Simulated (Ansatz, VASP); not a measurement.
One calculation of ZnS, two programs

```
CELL_PARAMETERS angstrom
0.00000 2.75499 2.75499
2.75499 0.00000 2.75499
2.75499 2.75499 0.00000
ATOMIC_POSITIONS crystal
Zn 0.75000 0.75000 0.75000
S 0.00000 0.00000 0.00000
```

Change from the starting cell: volume scaled by 1.06.

Alike in both runs: task single point; functional PBEsol; k mesh 9 × 9 × 9; occupations fermi-dirac, width 0.05 eV; no spin polarisation.

|  | VASP | Ansatz |
| --- | --- | --- |
| version | VASP 6.6.1 | Ansatz 0.2.0 |
| potentials or method | VASP PAW PBE potentials, release 64 (Zn, S), cutoff 520 eV | all-electron LAPW, scalar-relativistic |

```csv
,VASP,Ansatz,Ansatz less VASP
gap on the k mesh at the Fermi level (eV),1.73,1.73,+0.001
least direct gap on the mesh (eV),1.73,1.73,+0.001
pressure (GPa),-5.4,-5.5,-0.14
```

Ansatz ran all-electron here, so the differences hold the error of VASP's frozen core and of both bases.

Caveats: the PAW data sets were made with another functional, which shifts forces and pressure a little (VASP).
